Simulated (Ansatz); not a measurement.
Take a crystal in which Ti has been replaced by Zn on all its sites, with the cell rescaled by a rough guess (in some cases also distorted within its space group) and nothing relaxed:

```cif
data_structure
_symmetry_space_group_name_H-M 'P 1'
_symmetry_Int_Tables_number 1
_cell_length_a 2.5633
_cell_length_b 2.5633
_cell_length_c 4.1320
_cell_angle_alpha 90.000
_cell_angle_beta 90.000
_cell_angle_gamma 120.000
_cell_volume 23.51
loop_
_atom_site_label
_atom_site_type_symbol
_atom_site_fract_x
_atom_site_fract_y
_atom_site_fract_z
_atom_site_occupancy
Zn1 Zn 0.33333 0.66667 0.25000 1
Zn2 Zn 0.66667 0.33333 0.75000 1
```

The calculation used DFT PBE, scalar-relativistic, plane waves, PAW in Ansatz.

Plane waves to 420 eV, a k mesh through Γ of 18×18×10 on the computed 2-atom cell and Gaussian smearing (0.10 eV); no spin polarisation.

What pressure does the cell carry?

The pressure is 32.5 GPa (positive in compression), so the cell would expand.

Is it a metal on this mesh?

Yes, a band crosses the Fermi level.